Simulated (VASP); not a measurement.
**CdS in VASP: one cell, several levels of theory**

Aim: gap, levels, forces and stress of CdS in the zincblende structure, under -2.0 % biaxial strain in x and y, free along z at fixed geometry. Runs: PBE, r2SCAN. The results are then set beside those of Ansatz 0.2.0 for the same cell.

Code: VASP 6.6.1. PAW datasets, plane waves. Spin-unpolarised throughout; all numbers are computed.

## 1. Starting point

The cell comes from an earlier relaxation with r2SCAN in another program, then strained, with the atoms relaxed again.

The symmetry is I-4m2 (No. 119, tetragonal); conventional cell a = 4.074 Å, c = 6.047 Å, 25.09 Å³ an atom. Near Cd stand 4 S at 2.54 Å; near S stand 4 Cd at 2.54 Å.

The structure in full:

```cif
data_structure
_symmetry_space_group_name_H-M 'I-4m2'
_symmetry_Int_Tables_number 119
_cell_length_a 4.0735
_cell_length_b 4.0735
_cell_length_c 6.0469
_cell_angle_alpha 90.000
_cell_angle_beta 90.000
_cell_angle_gamma 90.000
_cell_volume 100.34
loop_
_atom_site_label
_atom_site_type_symbol
_atom_site_symmetry_multiplicity
_atom_site_Wyckoff_symbol
_atom_site_fract_x
_atom_site_fract_y
_atom_site_fract_z
_atom_site_occupancy
Cd1 Cd 2 a 0.00000 0.00000 0.00000 1
S1 S 2 d 0.50000 0.00000 0.25000 1
```

## 2. PBE

Contents of INCAR:

```
ENCUT = 520.000000
SIGMA = 0.020000
EDIFF = 1.00e-07
GGA = PE
PREC = Accurate
IBRION = -1
ISIF = 2
ISMEAR = -1
NBANDS = 16
NELM = 120
NSW = 0
LASPH = .TRUE.
LCHARG = .FALSE.
LWAVE = .FALSE.
LREAL = .FALSE.
```

Contents of KPOINTS:

```
KPOINTS created by Atomic Simulation Environment
0
Gamma
8 8 8
0 0 0
```

Contents of KPOINTS_OPT:

```
special points
6
Reciprocal
0.0000000000 0.0000000000 0.0000000000 1
-0.5000000000 -0.5000000000 0.0000000000 1
-0.3750000000 -0.3750000000 0.2500000000 1
-0.3750000000 0.0000000000 0.3750000000 1
0.0000000000 0.0000000000 0.5000000000 1
-0.5000000000 -0.2500000000 0.2500000000 1
```

Contents of POSCAR:

```
Cd S
 1.0000000000000000
     0.0000000000000000    2.8804305461999999    3.0234619263000000
     2.8804305461999999    0.0000000000000000    3.0234619263000000
     2.8804305461999999    2.8804305461999999    0.0000000000000000
 Cd  S
   1   1
Cartesian
  0.0000000000000000  0.0000000000000000  0.0000000000000000
  1.4402152731000000  1.4402152731000000  1.5117309631500000
```

Potentials: the recommended PBE PAW datasets, 18 valence electrons in the neutral cell.

On the command line:

```console
> mpirun -np 1 vasp_std
```

Printed to the terminal (iteration lines stand in OSZICAR):

```text
POSCAR found type information on POSCAR CdS
 POSCAR found :  2 types and       2 ions
 LDA part: xc-table for (Slater+PW92), standard interpolation
 POSCAR, INCAR and KPOINTS ok, starting setup
 FFT: planning ... GRIDC
 FFT: planning ... GRID_SOFT
 FFT: planning ... GRID
 WAVECAR not read
 entering main loop
 Start KPOINTS_OPT (optional k-point list driver)
k-point batch [1-6\6]
```

OSZICAR:

```text
N       E                     dE             d eps       ncg     rms          rms(c)
DAV:   1     0.110494016371E+03    0.11049E+03   -0.91103E+03  1928   0.103E+03
DAV:   2    -0.232417702656E+01   -0.11282E+03   -0.10634E+03  2288   0.255E+02
DAV:   3    -0.664640403697E+01   -0.43222E+01   -0.43123E+01  2344   0.520E+01
DAV:   4    -0.667400312969E+01   -0.27599E-01   -0.27596E-01  2440   0.404E+00
DAV:   5    -0.667437431474E+01   -0.37119E-03   -0.37118E-03  2280   0.441E-01    0.791E+00
DAV:   6    -0.614533471460E+01    0.52904E+00   -0.84379E-01  2816   0.115E+01    0.638E+00
DAV:   7    -0.612629671920E+01    0.19038E-01   -0.19627E-01  2368   0.303E+00    0.312E+00
DAV:   8    -0.612655303791E+01   -0.25632E-03   -0.17810E-02  2328   0.168E+00    0.300E-01
DAV:   9    -0.612647176309E+01    0.81275E-04   -0.20737E-03  2328   0.668E-01    0.592E-02
DAV:  10    -0.612659811481E+01   -0.12635E-03   -0.24718E-04  2360   0.157E-01    0.682E-02
DAV:  11    -0.612668104481E+01   -0.82930E-04   -0.13385E-04  2224   0.915E-02    0.234E-02
DAV:  12    -0.612667274464E+01    0.83002E-05   -0.25293E-05  2576   0.646E-02    0.102E-02
DAV:  13    -0.612667401824E+01   -0.12736E-05   -0.41064E-06  2224   0.119E-02    0.108E-02
DAV:  14    -0.612667369248E+01    0.32576E-06   -0.32571E-07  2584   0.335E-03    0.505E-03
DAV:  15    -0.612667367554E+01    0.16939E-07   -0.38082E-08  1560   0.125E-03
   1 F= -.61266737E+01 E0= -.61266737E+01  d E =-.419364E-12
       N       E                     dE             ncg
DAV:   1     0.203280402434E+04   -0.30146E+04      208
DAV:   2     0.138969989553E+04   -0.64310E+03      240
DAV:   3     0.136726177335E+04   -0.22438E+02      248
DAV:   4     0.136714426462E+04   -0.11751E+00      232
DAV:   5     0.136714268840E+04   -0.15762E-02      248
DAV:   6     0.136714265749E+04   -0.30910E-04      248
DAV:   7     0.136714265673E+04   -0.75592E-06      248
DAV:   8     0.136714265671E+04   -0.20012E-07      224
```

The lines after F= are the extra pass for the points of KPOINTS_OPT, at fixed density; their E is not a total energy.

From OUTCAR:

```text
k-points           NKPTS =     59   k-points in BZ     NKDIM =     59   number of bands    NBANDS=     16

   NELECT =      18.0000    total number of electrons

   dimension x,y,z NGX =    32 NGY =   32 NGZ =   30
   dimension x,y,z NGXF=    64 NGYF=   64 NGZF=   60

  energy-cutoff  :      520.00
  volume of cell :       50.17
      direct lattice vectors                 reciprocal lattice vectors
     0.000000000  2.880430546  3.023461926    -0.173585161  0.173585161  0.165373341
     2.880430546  0.000000000  3.023461926     0.173585161 -0.173585161  0.165373341
     2.880430546  2.880430546  0.000000000     0.173585161  0.173585161 -0.165373341

 k-points in reciprocal lattice and weights: KPOINTS created by Atomic Simulation Env
   0.00000000  0.00000000  0.00000000       0.002
   0.12500000 -0.00000000  0.00000000       0.016
   0.25000000 -0.00000000  0.00000000       0.016
   0.37500000 -0.00000000  0.00000000       0.016
   0.50000000 -0.00000000  0.00000000       0.008
   0.12500000  0.12500000  0.00000000       0.004
   0.25000000  0.12500000  0.00000000       0.016
   0.37500000  0.12500000  0.00000000       0.016
[... 51 more k-points ...]

 E-fermi :   1.7259

 k-point     1 :       0.0000    0.0000    0.0000
  band No.  band energies     occupation
      1     -11.0786      2.00000
      2      -6.4878      2.00000
      3      -6.4567      2.00000
      4      -6.4567      2.00000
      5      -6.0147      2.00000
      6      -5.9970      2.00000
      7       1.1103      2.00000
      8       1.2673      2.00000
      9       1.2673      2.00000
     10       2.3361      0.00000
     11       7.7766      0.00000
     12       7.7833      0.00000
     13       7.7833      0.00000
     14      12.2196      0.00000
     15      12.6722      0.00000
     16      13.0150      0.00000

 k-point     2 :       0.1250   -0.0000    0.0000
  band No.  band energies     occupation
      1     -11.0177      2.00000
      2      -6.4602      2.00000
      3      -6.4347      2.00000
      4      -6.4104      2.00000
      5      -6.0133      2.00000
      6      -5.9999      2.00000
      7       0.1933      2.00000
      8       1.0404      2.00000
      9       1.1561      2.00000
     10       3.1769      0.00000
     11       7.4946      0.00000
     12       7.9720      0.00000
     13       7.9967      0.00000
     14      11.7683      0.00000
     15      12.3460      0.00000
     16      13.2202      0.00000

 k-point     3 :       0.2500   -0.0000    0.0000
  band No.  band energies     occupation
      1     -10.8700      2.00000
      2      -6.4115      2.00000
      3      -6.3863      2.00000
      4      -6.2272      2.00000
      5      -6.0005      2.00000
      6      -6.0004      2.00000
      7      -1.2510      2.00000
      8       0.7535      2.00000
      9       0.9061      2.00000
     10       3.9730      0.00000
     11       7.4575      0.00000
     12       8.2337      0.00000
     13       8.3676      0.00000
     14      11.6825      0.00000
     15      11.9680      0.00000
     16      12.6282      0.00000

 k-point     4 :       0.3750   -0.0000    0.0000
  band No.  band energies     occupation
      1     -10.7224      2.00000
      2      -6.3775      2.00000
      3      -6.3474      2.00000
      4      -5.9887      2.00000
      5      -5.9823      2.00000
      6      -5.8766      2.00000
      7      -2.5233      2.00000
      8       0.4891      2.00000
      9       0.6756      2.00000
     10       4.1915      0.00000
     11       8.0088      0.00000
     12       8.3437      0.00000
     13       8.4583      0.00000
     14      12.0941      0.00000
     15      12.6698      0.00000
     16      12.8333      0.00000

 k-point     5 :       0.5000   -0.0000    0.0000
  band No.  band energies     occupation
      1     -10.6617      2.00000
      2      -6.3676      2.00000
      3      -6.3350      2.00000
      4      -5.9792      2.00000
      5      -5.9611      2.00000
      6      -5.6374      2.00000
      7      -3.1089      2.00000
      8       0.3840      2.00000
      9       0.5845      2.00000
     10       4.1946      0.00000
     11       8.0709      0.00000
     12       8.4222      0.00000
     13       8.6763      0.00000
     14      12.2473      0.00000
     15      13.6208      0.00000
     16      13.8423      0.00000

 k-point     6 :       0.1250    0.1250    0.0000
  band No.  band energies     occupation
      1     -11.0016      2.00000
      2      -6.4428      2.00000
      3      -6.4144      2.00000
      4      -6.4144      2.00000
      5      -6.0316      2.00000
      6      -5.9868      2.00000
      7       0.1036      2.00000
      8       0.9608      2.00000
      9       0.9608      2.00000
     10       3.4239      0.00000
     11       7.1659      0.00000
     12       8.2500      0.00000
     13       8.2500      0.00000
     14      10.7230      0.00000
     15      13.0980      0.00000
     16      13.6803      0.00000

 k-point     7 :       0.2500    0.1250    0.0000
  band No.  band energies     occupation
      1     -10.8857      2.00000
      2      -6.4011      2.00000
      3      -6.3635      2.00000
      4      -6.2885      2.00000
      5      -6.0360      2.00000
      6      -5.9789      2.00000
      7      -0.9164      2.00000
      8       0.6315      2.00000
      9       0.6640      2.00000
     10       4.2460      0.00000
     11       6.9297      0.00000
     12       8.3598      0.00000
     13       8.7280      0.00000
     14      10.5060      0.00000
     15      12.8484      0.00000
     16      14.0045      0.00000

 k-point     8 :       0.3750    0.1250    0.0000
  band No.  band energies     occupation
      1     -10.7383      2.00000
      2      -6.3679      2.00000
      3      -6.3191      2.00000
      4      -6.0569      2.00000
      5      -5.9718      2.00000
      6      -5.9486      2.00000
      7      -2.1203      2.00000
      8       0.2195      2.00000
      9       0.4437      2.00000
     10       4.7379      0.00000
     11       7.2651      0.00000
     12       8.2708      0.00000
     13       8.9199      0.00000
     14      11.4897      0.00000
     15      13.1770      0.00000
     16      13.3337      0.00000

 k-point     9 :       0.5000    0.1250    0.0000
  band No.  band energies     occupation
      1     -10.6466      2.00000
      2      -6.3532      2.00000
      3      -6.3042      2.00000
      4      -5.9958      2.00000
      5      -5.9750      2.00000
      6      -5.6386      2.00000
      7      -2.9406      2.00000
      8      -0.1009      2.00000
      9       0.4106      2.00000
     10       4.8207      0.00000
     11       7.4568      0.00000
     12       8.7909      0.00000
     13       8.7948      0.00000
     14      12.5151      0.00000
     15      13.4508      0.00000
     16      13.6943      0.00000

 k-point    10 :      -0.3750    0.1250    0.0000
  band No.  band energies     occupation
      1     -10.6627      2.00000
      2      -6.3530      2.00000
      3      -6.3175      2.00000
      4      -5.9984      2.00000
      5      -5.9945      2.00000
      6      -5.6913      2.00000
      7      -2.7580      2.00000
      8      -0.1940      2.00000
      9       0.5789      2.00000
     10       4.8095      0.00000
     11       7.6928      0.00000
     12       8.4005      0.00000
     13       8.6679      0.00000
     14      12.4259      0.00000
     15      12.7890      0.00000
     16      14.1373      0.00000

 k-point    11 :      -0.2500    0.1250    0.0000
  band No.  band energies     occupation
      1     -10.7775      2.00000
      2      -6.3723      2.00000
      3      -6.3580      2.00000
      4      -6.1233      2.00000
      5      -6.0191      2.00000
      6      -5.9240      2.00000
      7      -1.7357      2.00000
      8      -0.0023      2.00000
      9       0.8651      2.00000
     10       4.6360      0.00000
     11       7.3421      0.00000
     12       8.1694      0.00000
     13       8.5338      0.00000
     14      11.3989      0.00000
     15      12.8022      0.00000
     16      13.4021      0.00000

 k-point    12 :      -0.1250    0.1250    0.0000
  band No.  band energies     occupation
      1     -10.9249      2.00000
      2      -6.4188      2.00000
      3      -6.4094      2.00000
      4      -6.3234      2.00000
      5      -6.0159      2.00000
      6      -5.9874      2.00000
      7      -0.5593      2.00000
      8       0.4761      2.00000
      9       1.1120      2.00000
     10       3.9390      0.00000
     11       7.0917      0.00000
     12       8.1913      0.00000
     13       8.3607      0.00000
     14      11.4597      0.00000
     15      12.1629      0.00000
     16      13.8976      0.00000

[... the tables of k-points 13 to 59 left out ...]

  Total        0.8498290      0.8498290      0.5577891      0.0000000     -0.0000000      0.0000000
  in kB       27.1389371     27.1389371     17.8127637      0.0000000     -0.0000000      0.0000000
  external PRESSURE =      24.0302126 kB  Pullay stress =       0.0000000 kB

 POSITION                                       TOTAL-FORCE (eV/Angst)
 -----------------------------------------------------------------------------------
      0.00000      0.00000      0.00000        -0.000000     -0.000000      0.000000
      1.44022      1.44022      1.51173         0.000000      0.000000     -0.000000
 -----------------------------------------------------------------------------------
    total drift:                                0.000001      0.000001      0.000002

  FREE ENERGIE OF THE ION-ELECTRON SYSTEM (eV)
  ---------------------------------------------------
  free  energy   TOTEN  =        -6.1266736755 eV

  energy  without entropy=       -6.1266736755  energy(sigma->0) =       -6.12667368
```

Hardware: 1 MPI rank of Intel Xeon Platinum 8488C, shared host.

The levels at the points of KPOINTS_OPT are read from vasprun.xml.

Band energies at the special points (eV, zero at the top of v, the last band that the electrons fill by count):

| point | v−1 | v | c | c+1 |
| --- | --- | --- | --- | --- |
| Γ | 0.00 | 0.00 | 1.07 | 6.51 |
| X | -1.76 | -1.76 | 3.65 | 4.55 |
| U | -2.54 | -1.42 | 4.38 | 5.51 |
| K | -2.52 | -1.60 | 4.09 | 5.31 |
| L | -0.88 | -0.68 | 2.93 | 6.80 |
| W | -2.27 | -2.17 | 5.38 | 5.46 |

Gap with PBE: 1.07 eV, direct (Γ). Pressure: 2.40 GPa; the forces vanish within 0.01 eV/Å.

[end of part 1 of 2]
